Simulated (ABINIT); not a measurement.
## BN (Qingsongite): G0W0 on several meshes in ABINIT

How does the mesh move the gap of BN (Qingsongite)?

Main program and level: ABINIT 10.8.3; LDA and many-body steps on it, plane waves.

## Step 1: Starting point

The structure is cubic, space group F-43m (No. 216). The conventional cell has a = 3.615 Å, b = 3.615 Å, c = 3.615 Å, α = 90.00°, β = 90.00°, γ = 90.00°. B has 4 N at 1.57 Å nearest. N has 4 B at 1.57 Å nearest. Farther neighbours and most contacts between anions are not listed.

The cell and positions come from the Crystallography Open Database and are kept as given unless a step says otherwise.

## Step 2: Empty states on the mesh, 6×6×6 mesh, 311 bands

This step: ABINIT 10.8.3; DFT, LDA, plane waves, norm-conserving pseudopotentials.

The sums over transitions need many empty states on a uniform mesh; this step solves for them.

run.abi reads:

```
acell 3*1.0 Angstrom
rprim 
  -0.000000000000 1.807500000000 1.807500000000
  1.807500000000 0.000000000000 1.807500000000
  1.807500000000 1.807500000000 -0.000000000000
ntypat 2
znucl 5 7
natom 2
typat 1 2
xred 
  0.000000000000 0.000000000000 0.000000000000
  0.250000000000 0.250000000000 0.250000000000
pp_dirpath "pseudos"
pseudos "B.upf, N.upf"
ecut 36
ngkpt 6 6 6
nshiftk 1
shiftk 0 0 0
kptopt 1
chksymbreak 0
irdden 1
istwfk *1
nband 311
prtvol 0
optdriver 6
gwr_task "HDIAGO"
paral_kgb 0
occopt 1
indata_prefix "in"
outdata_prefix "out"
tmpdata_prefix "tmp"
```

Started as:

```
$ OMP_NUM_THREADS=1 mpirun -n 4 abinit run.abi > log
```

Log:

```text
.Version 10.8.3 of ABINIT. v10.8.2 released Aug 2026.

 Symmetries : space group F-4 3 m (#216); Bravais cF (face-center cubic)
[... echo of the input left out ...]
== DATASET  1 ==================================================================
-   mpi_nproc: 4, omp_nthreads: 1 (-1 if OMP is not activated)

--- !DatasetInfo
iteration_state: {dtset: 1, }
dimensions: {natom: 2, nkpt: 16, mband: 311, nsppol: 1, nspinor: 1, nspden: 1, mpw: 869, }
cutoff_energies: {ecut:  36.0, pawecutdg:  -1.0, }
[...]
Indirect band gap semiconductor
 Fundamental gap:     4.420 (eV)
   VBM:     8.006 (eV) at k: [ 0.0000E+00,  0.0000E+00,  0.0000E+00]
   CBM:    12.426 (eV) at k: [ 5.0000E-01,  5.0000E-01,  0.0000E+00]
 Direct gap:         8.748 (eV) at k: [ 0.0000E+00,  0.0000E+00,  0.0000E+00]

== END DATASET(S) ==============================================================
================================================================================

 -outvars: echo values of variables after computation  --------
           etotal      0.0000000000E+00
            nband         311
             nkpt          16
          spgroup         216
 [... the other variables as echoed above ...]

 Calculation completed.
```

Wall time 5.8 s (4 MPI ranks of Arm Neoverse V1, shared host); peak memory 0.34 GiB.

Numbers from this step:

- gap: 4.420 eV
- k of the valence top: 0, 0, 0
- k of the conduction bottom: 0.5, 0.5, 0
- least direct gap: 8.748 eV
- k points computed: 16
- lowest point of the top converged band, above the valence top: 472.2024 eV

On this mesh the gap is 4.420 eV.

The density comes from a self-consistent run that is not shown.

## Step 3: Screening, 6×6×6 mesh, 63 bands, screening to 203.5 eV

The RPA dielectric matrix is built and inverted for each q.

This step: RPA screening on LDA, plane waves, norm-conserving pseudopotentials.

run.abi: that of step 2 with these lines changed.

```diff
@@ -20,10 +20,11 @@
 chksymbreak 0
-irdden 1
 istwfk *1
-nband 311
-prtvol 0
-optdriver 6
-gwr_task "HDIAGO"
-paral_kgb 0
 occopt 1
+irdwfk 1
+optdriver 3
+nband 63
+ecuteps 7.48
+inclvkb 2
+awtr 1
+symchi 1
 indata_prefix "in"
```

Log:

```text
.Version 10.8.3 of ABINIT. v10.8.2 released Aug 2026.

 Symmetries : space group F-4 3 m (#216); Bravais cF (face-center cubic)
[... echo of the input left out ...]
== DATASET  1 ==================================================================
-   mpi_nproc: 4, omp_nthreads: 1 (-1 if OMP is not activated)

--- !DatasetInfo
iteration_state: {dtset: 1, }
dimensions: {natom: 2, nkpt: 16, mband: 63, nsppol: 1, nspinor: 1, nspden: 1, mpw: 869, }
cutoff_energies: {ecut:  36.0, pawecutdg:  -1.0, }
electrons: {nelect:   8.00000000E+00, charge:   0.00000000E+00, occopt:   1.00000000E+00, tsmear:   1.00000000E-02, }

 SCREENING: Calculation of the susceptibility and dielectric matrices

 Based on a program developped by R.W. Godby, V. Olevano, G. Onida, and L. Reining.
 Incorporated in ABINIT by V. Olevano, G.-M. Rignanese, and M. Torrent.
.Using double precision arithmetic ; gwpc =  8

[... cell and pseudopotentials left out ...]
--------------------------------------------------------------------------------

 ==== K-mesh for the wavefunctions ====
 Number of points in the irreducible wedge :    16
[... list of points left out ...]
 Together with 24 symmetry operations and time-reversal symmetry
 yields   216 points in the full Brillouin Zone.

 ==== Q-mesh for the screening function ====
 Number of points in the irreducible wedge :    16
[... list of points left out ...]
 Together with 24 symmetry operations and time-reversal symmetry
 yields   216 points in the full Brillouin Zone.

 setmesh: FFT mesh size selected  =    20x   20x   20
          total number of points  =         8000

 vcoul_init : cutoff-mode = AUXILIARY_FUNCTION
 q-points for optical limit:   1
     1)      0.000010    0.000020    0.000030

- screening: taking advantage of time-reversal symmetry
- Maximum band index for partially occupied states nbvw = 4
- Remaining bands to be divided among processors   nbcw = 59
- Number of bands treated by each node ~14

 Number of electrons calculated from density =    8.0000; Expected =    8.0000
 average of density, n =  0.100376
 r_s =    1.3348
 omega_plasma =   30.5612 [eV]

 calculating chi0 at frequencies [eV] :
  1    0.000000E+00    0.000000E+00
  2    0.000000E+00    3.056116E+01

--------------------------------------------------------------------------------
  q-point number  1        q = ( 0.000000, 0.000000, 0.000000) [r.l.u.]
--------------------------------------------------------------------------------
[... chi0 elements left out ...]
 For q-point:  0.000010 0.000020 0.000030
  dielectric constant =   4.4457
  dielectric constant without local fields =   4.7902

  Average fulfillment of the sum rule on Im[epsilon] for q-point    1 :     87.05  [%]
[... wings left out ...]
  q-point number  2        q = ( 0.166667, 0.000000, 0.000000) [r.l.u.]
--------------------------------------------------------------------------------
[... chi0 elements left out ...]
  Average fulfillment of the sum rule on Im[epsilon] for q-point    2 :     96.64  [%]

 [... 14 further q-points ...]
```

Wall time 9.5 s (4 MPI ranks); peak memory 0.43 GiB; 38 s of CPU time.

Numbers from this step:

| Property | Result |
| --- | --- |
| ε∞ with local fields, on this mesh, along the program's q direction | 4.446 |
| the same without local fields | 4.790 |
| plasma frequency | 30.56 eV |
| plane waves in the screening matrix | 65 |

Local fields lower ε∞ by 7 %. On a Γ-centred mesh this coarse the value itself is usually too large, while a short band sum pulls it down.

## Step 4: 6×6×6

The self-energy is evaluated for the states that the input lists, and the levels follow from it, in one-shot runs by the linearised quasiparticle equation.

This step: G0W0 on LDA, plane waves, norm-conserving pseudopotentials.

run.abi: that of step 3 with these lines changed.

```diff
@@ -23,8 +23,19 @@
 irdwfk 1
-optdriver 3
+optdriver 4
 nband 63
+gwcalctyp 0
+ecutsigx 36
+symsigma 1
+nkptgw 3
+kptgw 
+  0.0000000000 0.0000000000 0.0000000000
+  0.5000000000 0.5000000000 0.0000000000
+  0.5000000000 0.0000000000 0.0000000000
+bdgw 
+  2 7
+  3 6
+  3 7
 ecuteps 7.48
-inclvkb 2
-awtr 1
-symchi 1
+irdscr 1
+ppmodel 1
 indata_prefix "in"
```

Log:

```text
.Version 10.8.3 of ABINIT. v10.8.2 released Aug 2026.

 Symmetries : space group F-4 3 m (#216); Bravais cF (face-center cubic)
[... echo of the input left out ...]
== DATASET  1 ==================================================================
-   mpi_nproc: 4, omp_nthreads: 1 (-1 if OMP is not activated)

--- !DatasetInfo
iteration_state: {dtset: 1, }
dimensions: {natom: 2, nkpt: 16, mband: 63, nsppol: 1, nspinor: 1, nspden: 1, mpw: 869, }
cutoff_energies: {ecut:  36.0, pawecutdg:  -1.0, }
electrons: {nelect:   8.00000000E+00, charge:   0.00000000E+00, occopt:   1.00000000E+00, tsmear:   1.00000000E-02, }

 SIGMA: Calculation of the GW corrections

 Based on a program developped by R.W. Godby, V. Olevano, G. Onida, and L. Reining.
 Incorporated in ABINIT by V. Olevano, G.-M. Rignanese, and M. Torrent.
.Using double precision arithmetic ; gwpc =  8

[... cell and pseudopotentials left out ...]
--------------------------------------------------------------------------------

 ==== K-mesh for the wavefunctions ====
 Number of points in the irreducible wedge :    16
[... list of points left out ...]
 Together with 24 symmetry operations and time-reversal symmetry
 yields   216 points in the full Brillouin Zone.

 ==== Q-mesh for screening function ====
 Number of points in the irreducible wedge :    16
[... list of points left out ...]
 Together with 24 symmetry operations and time-reversal symmetry
 yields   216 points in the full Brillouin Zone.

 vcoul_init : cutoff-mode = AUXILIARY_FUNCTION
 q-points for optical limit:   1
     1)      0.000010    0.000020    0.000030
 setmesh: FFT mesh size selected  =    25x   25x   25
          total number of points  =        15625

 Number of electrons calculated from density =    8.0000; Expected =    8.0000
 average of density, n =  0.100376
 r_s =    1.3348
 omega_plasma =   30.5612 [eV]

 === KS Band Gaps ===
  >>>> For spin  1
   Minimum direct gap =   8.7475 [eV], located at k-point      :   0.0000  0.0000  0.0000
   Fundamental gap    =   4.4200 [eV], Top of valence bands at :   0.0000  0.0000  0.0000
                                       Bottom of conduction at :   0.5000  0.5000  0.0000
 SIGMA fundamental parameters:
 PLASMON POLE MODEL  1
 number of plane-waves for SigmaX                  869
 number of plane-waves for SigmaC and W             65
 number of plane-waves for wavefunctions           869
 number of bands                                    63
 number of independent spin polarizations            1
 number of spinorial components                      1
 number of k-points in IBZ                          16
 number of q-points in IBZ                          16
 number of symmetry operations                      24
 number of k-points in BZ                          216
 number of q-points in BZ                          216
 number of frequencies for dSigma/dE                 9
 frequency step for dSigma/dE [eV]                0.25
 number of omega for Sigma on real axis              0
 max omega for Sigma on real axis  [eV]           0.00
 zcut for avoiding poles [eV]                     0.10

 EPSILON^-1 parameters (SCR file):
 dimension of the eps^-1 matrix on file             65
 dimension of the eps^-1 matrix used                65
 number of plane-waves for wavefunctions           869
 number of bands                                    63
 number of q-points in IBZ                          16
 number of frequencies                               2
 number of real frequencies                          1
 number of imag frequencies                          1

 matrix elements of self-energy operator (all in [eV])

 Perturbative Calculation

--- !SelfEnergy_ee
iteration_state: {dtset: 1, }
kpoint     : [   0.000,    0.000,    0.000, ]
spin       : 1
KS_gap     :    8.748
QP_gap     :   10.890
Delta_QP_KS:    2.142
data: !SigmaeeData |
     Band     E0 <VxcDFT>   SigX SigC(E0)      Z dSigC/dE  Sig(E)    E-E0       E
        2   8.006 -18.334 -22.055   2.630   0.827  -0.209 -19.237  -0.903   7.103
        3   8.006 -18.334 -22.055   2.630   0.827  -0.209 -19.237  -0.903   7.103
        4   8.006 -18.334 -22.055   2.630   0.827  -0.209 -19.237  -0.903   7.103
        5  16.753 -13.840  -7.141  -5.227   0.842  -0.188 -12.601   1.239  17.993
        6  16.753 -13.840  -7.141  -5.227   0.842  -0.188 -12.601   1.239  17.993
        7  16.753 -13.840  -7.141  -5.227   0.842  -0.188 -12.601   1.239  17.993

--- !SelfEnergy_ee
iteration_state: {dtset: 1, }
kpoint     : [   0.500,    0.500,    0.000, ]
spin       : 1
KS_gap     :    9.351
QP_gap     :   11.493
Delta_QP_KS:    2.142
data: !SigmaeeData |
     Band     E0 <VxcDFT>   SigX SigC(E0)      Z dSigC/dE  Sig(E)    E-E0       E
[...]
--- !SelfEnergy_ee
iteration_state: {dtset: 1, }
kpoint     : [   0.500,    0.000,    0.000, ]
spin       : 1
KS_gap     :   12.216
QP_gap     :   14.226
Delta_QP_KS:    2.010
data: !SigmaeeData |
     Band     E0 <VxcDFT>   SigX SigC(E0)      Z dSigC/dE  Sig(E)    E-E0       E
[...]
5  18.271 -14.773  -8.158  -5.505   0.832  -0.202 -13.849   0.924  19.195
        6  18.648 -14.038  -6.915  -5.524   0.838  -0.193 -12.698   1.340  19.988
        7  18.648 -14.038  -6.915  -5.524   0.838  -0.193 -12.698   1.340  19.988

== END DATASET(S) ==============================================================
================================================================================

 -outvars: echo values of variables after computation  --------
           etotal      0.0000000000E+00
            nband          63
             nkpt          16
          spgroup         216
 [... the other variables as echoed above ...]

 Calculation completed.
```

Run time: 3.6 s. Hardware: 4 MPI ranks; peak memory 0.44 GiB; 14 s of CPU time.

This step gave:

- G0W0 gap on the points computed: 6.16 eV
- starting gap on the mesh: 4.420 eV
- k of the valence top: 0, 0, 0
- k of the conduction bottom: 0.5, 0.5, 0
- Z at the valence top: 0.827
- Z at the conduction bottom: 0.853
- least direct G0W0 gap on the computed points: 10.89 eV

The gap on the mesh goes from 4.42 eV to 6.16 eV, a correction of +1.74 eV.

## Step 5: Empty states on the mesh, 8×8×8 mesh, 71 bands

This step: DFT, LDA, plane waves, norm-conserving pseudopotentials.

run.abi reads:

```
acell 3*1.0 Angstrom
rprim 
  -0.000000000000 1.807500000000 1.807500000000
  1.807500000000 0.000000000000 1.807500000000
  1.807500000000 1.807500000000 -0.000000000000
ntypat 2
znucl 5 7
natom 2
typat 1 2
xred 
  0.000000000000 0.000000000000 0.000000000000
  0.250000000000 0.250000000000 0.250000000000
pp_dirpath "pseudos"
pseudos "B.upf, N.upf"
ecut 36
ngkpt 8 8 8
nshiftk 1
shiftk 0 0 0
kptopt 1
chksymbreak 0
irdden 1
istwfk *1
nband 71
prtvol 0
optdriver 6
gwr_task "HDIAGO"
paral_kgb 0
occopt 1
indata_prefix "in"
outdata_prefix "out"
tmpdata_prefix "tmp"
```

Log:

```text
[banner, memory and clock lines left out]
.Version 10.8.3 of ABINIT. v10.8.2 released Aug 2026.

 Symmetries : space group F-4 3 m (#216); Bravais cF (face-center cubic)
[... echo of the input left out ...]
== DATASET  1 ==================================================================
-   mpi_nproc: 4, omp_nthreads: 1 (-1 if OMP is not activated)

--- !DatasetInfo
iteration_state: {dtset: 1, }
dimensions: {natom: 2, nkpt: 29, mband: 71, nsppol: 1, nspinor: 1, nspden: 1, mpw: 869, }
cutoff_energies: {ecut:  36.0, pawecutdg:  -1.0, }
[...]
Integrated=    8.0000E+00

 === KS gaps after direct diagonalization ===
 Indirect band gap semiconductor
 Fundamental gap:     4.420 (eV)
   VBM:     8.006 (eV) at k: [ 0.0000E+00,  0.0000E+00,  0.0000E+00]
   CBM:    12.426 (eV) at k: [ 5.0000E-01,  5.0000E-01,  0.0000E+00]
 Direct gap:         8.748 (eV) at k: [ 0.0000E+00,  0.0000E+00,  0.0000E+00]

== END DATASET(S) ==============================================================

 -outvars: echo values of variables after computation  --------
           etotal      0.0000000000E+00
            nband          71
             nkpt          29
          spgroup         216
 [... the other variables as echoed above ...]

 Calculation completed.
```

It took 8.7 s on 4 MPI ranks; peak memory 0.36 GiB; 35 s of CPU time.

This step gave:

- gap: 4.420 eV
- k of the valence top: 0, 0, 0
- k of the conduction bottom: 0.5, 0.5, 0
- least direct gap: 8.748 eV
- k points computed: 29
- lowest point of the top converged band, above the valence top: 147.0217 eV

On this mesh the gap is 4.420 eV.

## Step 6: Screening, 8×8×8 mesh, 63 bands, screening to 203.5 eV

This step: RPA screening on LDA, plane waves, norm-conserving pseudopotentials.

run.abi: that of step 5 with these lines changed.

```diff
@@ -20,10 +20,11 @@
 chksymbreak 0
-irdden 1
 istwfk *1
-nband 71
-prtvol 0
-optdriver 6
-gwr_task "HDIAGO"
-paral_kgb 0
 occopt 1
+irdwfk 1
+optdriver 3
+nband 63
+ecuteps 7.48
+inclvkb 2
+awtr 1
+symchi 1
 indata_prefix "in"
```

Log:

```text
.Version 10.8.3 of ABINIT. v10.8.2 released Aug 2026.

 Symmetries : space group F-4 3 m (#216); Bravais cF (face-center cubic)
[... echo of the input left out ...]
== DATASET  1 ==================================================================
-   mpi_nproc: 4, omp_nthreads: 1 (-1 if OMP is not activated)

--- !DatasetInfo
iteration_state: {dtset: 1, }
dimensions: {natom: 2, nkpt: 29, mband: 63, nsppol: 1, nspinor: 1, nspden: 1, mpw: 869, }
cutoff_energies: {ecut:  36.0, pawecutdg:  -1.0, }
electrons: {nelect:   8.00000000E+00, charge:   0.00000000E+00, occopt:   1.00000000E+00, tsmear:   1.00000000E-02, }

 SCREENING: Calculation of the susceptibility and dielectric matrices

 Based on a program developped by R.W. Godby, V. Olevano, G. Onida, and L. Reining.
 Incorporated in ABINIT by V. Olevano, G.-M. Rignanese, and M. Torrent.
.Using double precision arithmetic ; gwpc =  8

[... cell and pseudopotentials left out ...]
--------------------------------------------------------------------------------

 ==== K-mesh for the wavefunctions ====
 Number of points in the irreducible wedge :    29
[... list of points left out ...]
 Together with 24 symmetry operations and time-reversal symmetry
 yields   512 points in the full Brillouin Zone.

 ==== Q-mesh for the screening function ====
 Number of points in the irreducible wedge :    29
[... list of points left out ...]
 Together with 24 symmetry operations and time-reversal symmetry
 yields   512 points in the full Brillouin Zone.

 setmesh: FFT mesh size selected  =    20x   20x   20
          total number of points  =         8000

 vcoul_init : cutoff-mode = AUXILIARY_FUNCTION
 q-points for optical limit:   1
     1)      0.000010    0.000020    0.000030

- screening: taking advantage of time-reversal symmetry
- Maximum band index for partially occupied states nbvw = 4
- Remaining bands to be divided among processors   nbcw = 59
- Number of bands treated by each node ~14

 Number of electrons calculated from density =    8.0000; Expected =    8.0000
 average of density, n =  0.100376
 r_s =    1.3348
 omega_plasma =   30.5612 [eV]

 calculating chi0 at frequencies [eV] :
  1    0.000000E+00    0.000000E+00
  2    0.000000E+00    3.056116E+01

--------------------------------------------------------------------------------
  q-point number  1        q = ( 0.000000, 0.000000, 0.000000) [r.l.u.]
--------------------------------------------------------------------------------
[... chi0 elements left out ...]
 For q-point:  0.000010 0.000020 0.000030
  dielectric constant =   4.3660
  dielectric constant without local fields =   4.7070

  Average fulfillment of the sum rule on Im[epsilon] for q-point    1 :     87.13  [%]
[... wings left out ...]
  q-point number  2        q = ( 0.125000, 0.000000, 0.000000) [r.l.u.]
--------------------------------------------------------------------------------
[... chi0 elements left out ...]
  Average fulfillment of the sum rule on Im[epsilon] for q-point    2 :     97.33  [%]

 [... 27 further q-points ...]
```

It took 38 s on 4 MPI ranks; peak memory 0.62 GiB.

Numbers from this step:

| Quantity | Value |
| --- | --- |
| ε∞ with local fields, on this mesh, along the program's q direction | 4.366 |
| the same without local fields | 4.707 |
| plasma frequency | 30.56 eV |
| plane waves in the screening matrix | 65 |

(Part 1 of 2 ends here.)

[Paths, hosts, dates, memory and timing lines, banners, echoed tables and standing remarks are left out of the program output.]

[Logs are printed without paths, hosts, clocks, repeated set-up lines and the standing remarks that a program may print on its own settings, such as how far it seeks lower states.]

[Runs of the session that timed out or met a known fault of the program may be left out.]

[Hosts, paths, dates, database ids (printed as entryN), source tags and the programs' standing remarks are cut or masked in the printed files.]

[G0W0 gaps are taken among the corrected bands and points alone; a level outside them can change the order at an edge.]

[Where Ansatz stands beside ABINIT at settings called matched, ABINIT's density can come from a denser mesh and the files from another edition; pairs whose starting gaps differed by over 0.03 eV were left out, so agreement reads better than it is.]
